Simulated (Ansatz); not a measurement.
Method: DFT PBE, scalar-relativistic, plane waves, PAW (Ansatz 0.2.0). All cells share a 420 eV cutoff and Γ-centred k meshes spaced at most about 0.3 Å⁻¹ (about 0.25 or finer for metals, 2π included). No spin polarisation in the final relaxations.

These are static total energies at zero pressure. All come from trial cells, and lower structures may exist.

Problem. Which of these relaxed structures of Sn₃Ge₂ is the lowest in energy?
A.

```
Sn Ge
1.0
    -1.72607    1.72607   10.26537
     1.72607   -1.72607   10.26537
     1.72607    1.72607  -10.26537
Sn Ge
3 2
Cartesian
  0.0000 0.0000 16.6176
  0.0000 0.0000 0.0000
  0.0000 0.0000 3.9131
  0.0000 0.0000 8.2582
  0.0000 0.0000 12.2725
```

B.

```
Sn Ge
1.0
    -1.73191    1.73191   10.16442
     1.73191   -1.73191   10.16442
     1.73191    1.73191  -10.16442
Sn Ge
3 2
Direct
  0.88545 0.88545 0.00000
  0.11455 0.11455 0.00000
  0.50000 0.50000 0.00000
  0.28541 0.28541 0.00000
  0.71459 0.71459 0.00000
```

C.

```
Sn Ge
1.0
     1.66925    0.96374   12.85315
    -1.66925    0.96374   12.85315
     0.00000   -1.92748   12.85315
Sn Ge
3 2
Direct
  0.70464 0.70464 0.70464
  0.29536 0.29536 0.29536
  0.50000 0.50000 0.50000
  0.10122 0.10122 0.10122
  0.89878 0.89878 0.89878
```

Solution. B. It has Sn and Ge ordered on bcc sites, space group I4/mmm (No. 139); the next, A, with space group I4/mmm (No. 139), lies 14 meV/atom higher. Counting Ge atoms around Sn (those within 1.25 times the shortest such distance or 1.15 times the sum of covalent radii; the shortest distance is added where it is long for a bond; a slash parts the counts of unlike sites), the lowest has Sn 2 from 4.4 Å/4+1 from 3.2 Å and the next has Sn 4 from 3.1 Å/8 from 3.2 Å. Even the lowest lies +0.17 eV/atom against the elements.

The k mesh leaves some 4 meV/atom of noise in the energy of each metallic cell. Cells relaxed within their symmetry can be saddle points. Some types were kept out of the candidates beforehand, so the set may lack a known form.
